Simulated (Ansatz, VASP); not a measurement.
# BN: VASP beside Ansatz

File INCAR:

```
SYSTEM = BN
ALGO = Normal
EDIFF = 1E-8
ENCUT = 520
GGA = PS
ISIF = 2
ISMEAR = -1
LASPH = .True.
LCHARG = .False.
LEFG = .True.
LREAL = .False.
LWAVE = .False.
NBANDS = 11
NELM = 80
PREC = Accurate
SIGMA = 0.03
```

File KPOINTS:

```
k-points
0
Gamma
  13 13 13
  0 0 0
```

File POSCAR:

```
BN
1.0
    0.0000000000      1.7830713297      1.7830713297
    1.7830713297      0.0000000000      1.7830713297
    1.7830713297      1.7830713297      0.0000000000
B N
1 1
Direct
    0.0000000000      0.0000000000      0.0000000000
    0.7500000000      0.7500000000      0.7500000000
```

Input for Ansatz:

```yaml
crystal:
  lattice:
    - [0.0, 1.7830713297, 1.7830713297]
    - [1.7830713297, 0.0, 1.7830713297]
    - [1.7830713297, 1.7830713297, 0.0]
  atoms:
    - { symbol: B, position: [0.0, 0.0, 0.0] }
    - { symbol: "N", position: [0.75, 0.75, 0.75] }
kpoints:
  mp_grid: { grid: [13, 13, 13] }
scf:
  occupations: { method: fermi_dirac, width: 0.03 }
hamiltonian:
  xc: pbesol
  pseudopotentials: { kind: all_electron, datasets: crystal }
output:
  forces: true
  stress: true
  eigenvalues: true
  efg: { contact_densities: true }
```

Change from the starting cell: volume scaled by 0.96, crystal datasets.

Alike in both runs: task electric field gradients; functional PBEsol; k mesh 13 × 13 × 13; occupations fermi-dirac, width 0.03 eV; no spin polarisation.

|  | VASP | Ansatz |
| --- | --- | --- |
| version | VASP 6.6.1 | Ansatz 0.2.0 |
| potentials or method | VASP PAW PBE potentials, release 64 (B, N) | all-electron PAW with datasets made for the crystal, scalar-relativistic |
| plane-wave cutoff (eV) | 520 | see its input |

```csv
,VASP,Ansatz,Ansatz less VASP
gap on the k mesh at the Fermi level (eV),4.40,4.41,+0.010
pressure (GPa),14.3,13.6,-0.72
Vzz of the field gradient on the site that differs most (V/Å²),0.0,0.0,0.00
```

Ansatz ran all-electron here, so the differences hold the error of VASP's frozen core and of both bases.

Caveats: the PAW data sets were made with another functional, which shifts forces and pressure a little (VASP); an odd mesh through Γ misses points on the zone boundary, where band edges often lie.
